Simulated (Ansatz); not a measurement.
**TaC: Seebeck coefficient and carrier response**

Level of theory: DFT PBE, scalar-relativistic, plane waves, PAW in Ansatz 0.2.0. Cutoff 420 eV, 16×16×16 k-points (Γ-centred), Fermi-Dirac smearing of 0.15 eV. No spin polarisation.

Equilibrium structure at this level:
```yaml
crystal:
  lattice:
    - [0.00000, 2.23816, 2.23816]
    - [2.23816, 0.00000, 2.23816]
    - [2.23816, 2.23816, 0.00000]
  atoms:
    - { symbol: Ta, position: [0.00000, 0.00000, 0.00000] }
    - { symbol: C, position: [0.50000, 0.50000, 0.50000] }
```

In a metal these results depend on the k mesh and the smearing. Spin–orbit coupling is left out, which matters for heavy elements.

Constant relaxation time and rigid bands. The levels are interpolated over the whole zone and filled by a Fermi function at the stated temperature, with the chemical potential set by the electron count. Seebeck coefficients of a few μV/K are small differences and uncertain even in sign.

Q: Give the Drude plasma energies, the density of states at the chemical potential and σ/τ at 300 K.

A:
```
Plasma energy xx, yy, zz                : 8.17, 8.17, 8.17 eV
Density of states (thermally broadened) : 0.63 states/eV/cell
Conductivity over τ, xx, yy, zz         : 13.7, 13.7, 13.7 ×10²⁰ (Ω·m·s)⁻¹
```

Q: And the Seebeck coefficient (μV/K)?

A:
```csv
T (K),Sxx,Syy,Szz
300,-2.7,-2.7,-2.7
600,-5.3,-5.3,-5.3
900,-8.0,-8.0,-8.0
```

Cost: 1 run of about 4.6 core-minutes, on Intel Xeon Platinum 8488C (Sapphire Rapids) (shared hosts).